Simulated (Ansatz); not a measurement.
# In: energy and pressure over a range of volumes, part 2 of 2

How stiff is In, and at what volume does the pressure vanish? The cell is scaled evenly, atoms carried along, and solved with LAPW, PAW and all-electron datasets made for the crystal.

Ansatz 0.2.0; DFT PBE; a Materials Project cell. «Crystal datasets» are all-electron PAW datasets made for this crystal. The steps go on from the part before.

### Step 9. Volume × 1.02, PAW

Contents of input.yaml:

```yaml
crystal:
  lattice:
    - [1.6806943363, 0.9703493275, 8.2618188953]
    - [-1.6806943363, 0.9703493275, 8.2618188953]
    - [0.0, -1.940698655, 8.2618188953]
  atoms:
    - { symbol: In, position: [0.0, 0.0, 0.0] }
    - { symbol: In, position: [0.77801224, 0.77801224, 0.77801224] }
    - { symbol: In, position: [0.22198776, 0.22198776, 0.22198776] }
kpoints:
  mp_grid: { grid: [14, 14, 14] }
scf:
  occupations: { method: fermi_dirac, width: 0.05 }
hamiltonian:
  xc: pbe
  pseudopotentials: { kind: paw }
output:
  forces: true
  stress: true
  eigenvalues: true
  efg: { contact_densities: true }
```

Command:

```sh
ansatz run input.yaml --threads 1 --pin off --max-ram 6144MiB --backend cpu --events-out ev --progress --plain --runs-dir out
```

Log (excerpt; [...] marks lines left out):

```text
[...]
In: output.efg is read without spin–orbit coupling, which moves field gradients at and beside such atoms by some per cent and up to a factor of two; PAW files take it under magnetization.noncollinear and magnetization.spin_orbit
[...]
Pseudopotentials: kind: paw
Pseudopotential: In, paw, valence charge 13, recommended cutoff 420 eV (normal)
Functional definition: PBE
[...]
Crystal: 3 atoms, lattice volume = 80.843 Å³
Basis set: ecut = 420 eV, 1569 PW (Γ), FFT grids on a1−a3, a2−a3, a3, exchange–correlation on 48×48×120 points (8 copies of the dense FFT grid, shifted against one another)
Bands: 24, of which v1, the nominal top of the filled ones, is band 20 counted from 1 (19 counted from 0)
Symmetry: 12 space group operations
Space group: R-3m (ITA 166), of the structure as read, at distance tolerance 4.3e-5 Å
k-points: 288 of 2744
[...]
  atom   2  In     0.00000000     0.00000000    -0.01062296
  atom   3  In     0.00000000    -0.00000000     0.01062296
[...]
--- Stress (GPa, compression-positive) ---
        0.816867       0.000000       0.000000
        0.000000       0.816867      -0.000000
        0.000000      -0.000000       1.036602
  P = ⅓ Tr σ = 0.8901 GPa (8.901 kbar)
--- PAW observables at the nuclei: V_zz in 10²¹ V/m², potentials from the cell's mean, atoms counted from 1 ---
  atom   1  In V_zz =    +0.265619   η = 0.0000   by run symmetry: allowed
            electrostatic potential = -7939.887980 V   contact ρ = 1133083.462607 e/Å³
  atom   2  In V_zz =    -0.475485   η = 0.0000   by run symmetry: allowed
            electrostatic potential = -7939.890292 V   contact ρ = 1133081.743418 e/Å³
  atom   3  In V_zz =    -0.475485   η = 0.0000   by run symmetry: allowed
            electrostatic potential = -7939.890292 V   contact ρ = 1133081.743418 e/Å³
--- Band table (eV; the first three rows and the last of 288) ---
[... band rows left out ...]
[...]
```

Run time: 12 s. Hardware: 1 thread of Intel Xeon 6975P-C (Granite Rapids), shared host; peak memory 0.71 GiB.

This run gives: pressure 0.89 GPa; no gap; largest force 0.011 eV/Å; Vzz In1 0.27 (η = 0.00), In2 -0.48 (η = 0.00) (10²¹ V/m²).

### Step 10. Volume × 1.02, crystal datasets

input.yaml: that of step 9 with these lines changed.

```diff
@@ -15,3 +15,3 @@
   xc: pbe
-  pseudopotentials: { kind: paw }
+  pseudopotentials: { kind: all_electron, datasets: crystal }
 output:
```

Command:

```sh
ansatz run input.yaml --threads 1 --pin off --max-ram 6144MiB --backend cpu --events-out ev --progress --plain --runs-dir out
```

Log (excerpt; [...] marks lines left out):

```text
[...]
band count auto-derived: 25 (N_el = 39.0; filled up to band 20; 24 by the electrons, moments and atoms)
In: output.efg is read without spin–orbit coupling, which moves field gradients at and beside such atoms by some per cent and up to a factor of two; PAW files take it under magnetization.noncollinear and magnetization.spin_orbit
[...]
Pseudopotentials: kind: all_electron
Pseudopotential: In, paw, valence charge 13, recommended cutoff 240 eV (normal), Koelling and Harmon's equation, gaussian nucleus
Functional definition: PBE
[...]
Crystal: 3 atoms, lattice volume = 80.843 Å³
Basis set: ecut = 240 eV, 699 PW (Γ), FFT grids on a1−a3, a2−a3, a3, exchange–correlation on 36×36×90 points (8 copies of the dense FFT grid, shifted against one another)
Bands: 25, of which v1, the nominal top of the filled ones, is band 20 counted from 1 (19 counted from 0)
[...]
  atom   2  In     0.00000000     0.00000000    -0.01060505
  atom   3  In     0.00000000    -0.00000000     0.01060505
[...]
--- Stress (GPa, compression-positive) ---
        0.818386       0.000000       0.000000
        0.000000       0.818386      -0.000000
        0.000000      -0.000000       1.037668
  P = ⅓ Tr σ = 0.8915 GPa (8.915 kbar)
--- PAW observables at the nuclei: V_zz in 10²¹ V/m², potentials from the cell's mean, atoms counted from 1 ---
  atom   1  In V_zz =    +0.268128   η = 0.0000   by run symmetry: allowed
            electrostatic potential = -7939.843258 V   contact ρ = 1133024.533772 e/Å³
  atom   2  In V_zz =    -0.478609   η = 0.0000   by run symmetry: allowed
            electrostatic potential = -7939.846150 V   contact ρ = 1133022.814868 e/Å³
  atom   3  In V_zz =    -0.478609   η = 0.0000   by run symmetry: allowed
            electrostatic potential = -7939.846150 V   contact ρ = 1133022.814868 e/Å³
--- Band table (eV; the first three rows and the last of 288) ---
[... band rows left out ...]
[...]
```

Run time: 34 s. Hardware: 1 thread of Intel Xeon 6975P-C (Granite Rapids), shared host; peak memory 1.2 GiB.

In short: pressure 0.89 GPa; no gap; largest force 0.011 eV/Å; Vzz In1 0.27 (η = 0.00), In2 -0.48 (η = 0.00) (10²¹ V/m²).

### Step 11. Volume × 1.06, LAPW

Contents of input.yaml:

```yaml
crystal:
  lattice:
    - [1.702383107, 0.9828713451, 8.3684347693]
    - [-1.702383107, 0.9828713451, 8.3684347693]
    - [0.0, -1.9657426902, 8.3684347693]
  atoms:
    - { symbol: In, position: [0.0, 0.0, 0.0] }
    - { symbol: In, position: [0.77801224, 0.77801224, 0.77801224] }
    - { symbol: In, position: [0.22198776, 0.22198776, 0.22198776] }
kpoints:
  mp_grid: { grid: [14, 14, 14] }
  band_path:
    path:
      - [0.0, 0.0, 0.0]
      - [0.5, 0.5, 0.5]
      - [0.824137023, 0.175862977, 0.5]
      - [0.5, -0.175862977, 0.175862977]
      - [0.5, 0.0, 0.0]
      - [0.0, 0.0, 0.0]
      - [0.3379314885, -0.3379314885, 0.0]
      - [0.6620685115, 0.0, 0.3379314885]
      - [0.5, 0.0, 0.5]
    npoints: 5
scf:
  occupations: { method: fermi_dirac, width: 0.05 }
hamiltonian:
  xc: pbe
  pseudopotentials: { kind: all_electron, lapw: { basis_error: 0.0005 } }
output:
  forces: true
  stress: true
  eigenvalues: true
```

Command:

```sh
ansatz run input.yaml --threads 1 --pin off --max-ram 6144MiB --backend cpu --events-out ev --progress --plain --runs-dir out
```

Log (excerpt; [...] marks lines left out):

```text
LAPW: plane waves up to 6.726 Å⁻¹, error target 5.0e-4 eV per atom; small_component_spin mean_spin; In in spheres of 1.701 Å, 21 of its electrons in bands, Dirac shells []
[...]
Pseudopotentials: kind: all_electron
Pseudopotential: In, LAPW, valence charge 21, Koelling and Harmon's equation, gaussian nucleus
Functional definition: PBE
[...]
Crystal: 3 atoms, lattice volume = 84.014 Å³
Basis set: ecut = 172.36855856433323 eV, 443 PW (Γ), FFT grids on a1−a3, a2−a3, a3, exchange–correlation at level 2
Bands: 38, of which v1, the nominal top of the filled ones, is band 32 counted from 1 (31 counted from 0)
Symmetry: 12 space group operations
Space group: R-3m (ITA 166), of the structure as read, at distance tolerance 4.4e-5 Å
k-points: 288 of 2744
[...]
SCF iter   1: F=—  HF=-480137.979005 eV  |F-HF|=—  |Δ(HF+E_count)|=         —  Δρ=4.77e-3  dr2=1.42e-2  ethr=2.24e-5  ⟨swp⟩=3.5  Hψ=77077  notcnv=0
[...]
SCF iter   9: F=-480137.907203 eV  HF=-480137.907203 eV  |F-HF|=1.68e-8  |Δ(HF+E_count)|=   9.81e-8  Δρ=2.63e-6  dr2=2.28e-8  ethr=2.90e-10  ⟨swp⟩=2.0  Hψ=33647  notcnv=0
[...]
NSCF: frozen V_eff on 41 k-points
SCF converged after 9 iterations
Free energy (F): -480137.907203 eV
[...]
E sigma→0 (E₀):  -480137.900540 eV
Entropy (-TS):   -0.013327 eV (-4.442 meV/atom)
Fermi energy:    12.425621 eV
[...]
--- Forces (eV/Å), atoms counted from 1 ---
  atom   1  In     0.00000000     0.00000000     0.00000000
  atom   2  In    -0.00000000    -0.00000000     0.00080479
  atom   3  In    -0.00000000     0.00000000    -0.00080479
[...]
--- Stress (GPa, compression-positive) ---
       -0.534415       0.000000       0.000000
        0.000000      -0.534415      -0.000000
        0.000000      -0.000000      -0.366064
  P = ⅓ Tr σ = -0.4783 GPa (-4.783 kbar)
--- Band table (eV; the first three rows and the last of 288) ---
[...]
```

Run time: 70 s. Hardware: 1 thread of Intel Xeon 6975P-C (Granite Rapids), shared host; peak memory 1.2 GiB.

This run gives: pressure -0.48 GPa; no gap.

### Step 12. Volume × 1.06, PAW

Contents of input.yaml:

```yaml
crystal:
  lattice:
    - [1.702383107, 0.9828713451, 8.3684347693]
    - [-1.702383107, 0.9828713451, 8.3684347693]
    - [0.0, -1.9657426902, 8.3684347693]
  atoms:
    - { symbol: In, position: [0.0, 0.0, 0.0] }
    - { symbol: In, position: [0.77801224, 0.77801224, 0.77801224] }
    - { symbol: In, position: [0.22198776, 0.22198776, 0.22198776] }
kpoints:
  mp_grid: { grid: [14, 14, 14] }
scf:
  occupations: { method: fermi_dirac, width: 0.05 }
hamiltonian:
  xc: pbe
  pseudopotentials: { kind: paw }
output:
  forces: true
  stress: true
  eigenvalues: true
  efg: { contact_densities: true }
```

Command:

```sh
ansatz run input.yaml --threads 1 --pin off --max-ram 6144MiB --backend cpu --events-out ev --progress --plain --runs-dir out
```

Log (excerpt; [...] marks lines left out):

```text
[...]
In: output.efg is read without spin–orbit coupling, which moves field gradients at and beside such atoms by some per cent and up to a factor of two; PAW files take it under magnetization.noncollinear and magnetization.spin_orbit
[...]
Pseudopotentials: kind: paw
Pseudopotential: In, paw, valence charge 13, recommended cutoff 420 eV (normal)
Functional definition: PBE
[...]
Crystal: 3 atoms, lattice volume = 84.014 Å³
Basis set: ecut = 420 eV, 1665 PW (Γ), FFT grids on a1−a3, a2−a3, a3, exchange–correlation on 48×48×120 points (8 copies of the dense FFT grid, shifted against one another)
Bands: 24, of which v1, the nominal top of the filled ones, is band 20 counted from 1 (19 counted from 0)
Symmetry: 12 space group operations
Space group: R-3m (ITA 166), of the structure as read, at distance tolerance 4.4e-5 Å
k-points: 288 of 2744
[...]
  atom   2  In     0.00000000    -0.00000000     0.00070228
  atom   3  In     0.00000000     0.00000000    -0.00070228
[...]
--- Stress (GPa, compression-positive) ---
       -0.536979       0.000000       0.000000
       -0.000000      -0.536979      -0.000000
        0.000000       0.000000      -0.368582
  P = ⅓ Tr σ = -0.4808 GPa (-4.808 kbar)
--- PAW observables at the nuclei: V_zz in 10²¹ V/m², potentials from the cell's mean, atoms counted from 1 ---
  atom   1  In V_zz =    +0.269592   η = 0.0000   by run symmetry: allowed
            electrostatic potential = -7939.257039 V   contact ρ = 1133085.620967 e/Å³
  atom   2  In V_zz =    -0.463014   η = 0.0000   by run symmetry: allowed
            electrostatic potential = -7939.259784 V   contact ρ = 1133083.742342 e/Å³
  atom   3  In V_zz =    -0.463014   η = 0.0000   by run symmetry: allowed
            electrostatic potential = -7939.259784 V   contact ρ = 1133083.742342 e/Å³
--- Band table (eV; the first three rows and the last of 288) ---
[... band rows left out ...]
[...]
```

Run time: 12 s. Hardware: 1 thread of Intel Xeon 6975P-C (Granite Rapids), shared host; peak memory 0.73 GiB.

Read from it: pressure -0.48 GPa; no gap; Vzz In1 0.27 (η = 0.00), In2 -0.46 (η = 0.00) (10²¹ V/m²).

### Step 13. Volume × 1.06, crystal datasets

input.yaml: that of step 12 with these lines changed.

```diff
@@ -15,3 +15,3 @@
   xc: pbe
-  pseudopotentials: { kind: paw }
+  pseudopotentials: { kind: all_electron, datasets: crystal }
 output:
```

Command:

```sh
ansatz run input.yaml --threads 1 --pin off --max-ram 6144MiB --backend cpu --events-out ev --progress --plain --runs-dir out
```

Log (excerpt; [...] marks lines left out):

```text
[...]
band count auto-derived: 25 (N_el = 39.0; filled up to band 20; 24 by the electrons, moments and atoms)
In: output.efg is read without spin–orbit coupling, which moves field gradients at and beside such atoms by some per cent and up to a factor of two; PAW files take it under magnetization.noncollinear and magnetization.spin_orbit
[...]
Pseudopotentials: kind: all_electron
Pseudopotential: In, paw, valence charge 13, recommended cutoff 240 eV (normal), Koelling and Harmon's equation, gaussian nucleus
Functional definition: PBE
[...]
Crystal: 3 atoms, lattice volume = 84.014 Å³
Basis set: ecut = 240 eV, 723 PW (Γ), FFT grids on a1−a3, a2−a3, a3, exchange–correlation on 36×36×90 points (8 copies of the dense FFT grid, shifted against one another)
Bands: 25, of which v1, the nominal top of the filled ones, is band 20 counted from 1 (19 counted from 0)
[...]
  atom   2  In     0.00000000    -0.00000000     0.00071320
  atom   3  In     0.00000000     0.00000000    -0.00071320
[...]
--- Stress (GPa, compression-positive) ---
       -0.534649       0.000000       0.000000
        0.000000      -0.534649      -0.000000
        0.000000      -0.000000      -0.366120
  P = ⅓ Tr σ = -0.4785 GPa (-4.785 kbar)
--- PAW observables at the nuclei: V_zz in 10²¹ V/m², potentials from the cell's mean, atoms counted from 1 ---
  atom   1  In V_zz =    +0.271454   η = 0.0000   by run symmetry: allowed
            electrostatic potential = -7939.216572 V   contact ρ = 1133026.694261 e/Å³
  atom   2  In V_zz =    -0.466578   η = 0.0000   by run symmetry: allowed
            electrostatic potential = -7939.219900 V   contact ρ = 1133024.816857 e/Å³
  atom   3  In V_zz =    -0.466578   η = 0.0000   by run symmetry: allowed
            electrostatic potential = -7939.219900 V   contact ρ = 1133024.816857 e/Å³
--- Band table (eV; the first three rows and the last of 288) ---
[... band rows left out ...]
[...]
```

It took 36 s on 1 thread of Intel Xeon 6975P-C (Granite Rapids), shared host; peak memory 1.3 GiB.

Result: pressure -0.48 GPa; no gap; Vzz In1 0.27 (η = 0.00), In2 -0.47 (η = 0.00) (10²¹ V/m²).

### Step 14. All volumes together

```
          method  volume (Å³/atom)  F above the lowest (meV/atom)  pressure (GPa)  largest force (eV/Å)  Vzz In1 (10²¹ V/m²)  Vzz In2 (10²¹ V/m²)
            LAPW            25.363                           22.8            3.65                 0.031                    –                    –
            LAPW            26.155                            8.6            2.15                 0.020                    –                    –
            LAPW            26.948                            1.2            0.89                 0.010                    –                    –
            LAPW            28.005                            0.0           -0.48                 0.001                    –                    –
             PAW            25.363                           22.9            3.65                 0.031                 0.25                -0.49
             PAW            26.155                            8.6            2.15                 0.020                 0.26                -0.49
             PAW            26.948                            1.2            0.89                 0.011                 0.27                -0.48
             PAW            28.005                            0.0           -0.48                 0.001                 0.27                -0.46
crystal datasets            25.363                              –            3.65                 0.031                 0.26                -0.50
crystal datasets            26.155                              –            2.15                 0.020                 0.26                -0.49
crystal datasets            26.948                              –            0.89                 0.011                 0.27                -0.48
crystal datasets            28.005                              –           -0.48                 0.001                 0.27                -0.47
```

### Step 15. What came out

The summary covers parts 1 to 2.

| quantity | value |
| --- | --- |
| equilibrium volume (LAPW) | 27.607 Å³/atom |
| bulk modulus (LAPW) | 35 GPa |
| its pressure derivative (LAPW) | 5.1 |
| equilibrium volume (PAW) | 27.605 Å³/atom |
| bulk modulus (PAW) | 35 GPa |
| its pressure derivative (PAW) | 5.1 |
| equilibrium volume (crystal datasets) | 27.607 Å³/atom |
| bulk modulus (crystal datasets) | 35 GPa |
| its pressure derivative (crystal datasets) | 5.1 |

By LAPW, the pressure vanishes at 27.61 Å³/atom (+4.5 % from the starting cell) and the bulk modulus there is 35 GPa (Birch-Murnaghan, third order). Shape and positions are held, so a fully relaxed modulus can be lower. PAW's volume lies less than 0.01 % and its modulus +0.1 % from LAPW's. No thermal or zero-point expansion is included.
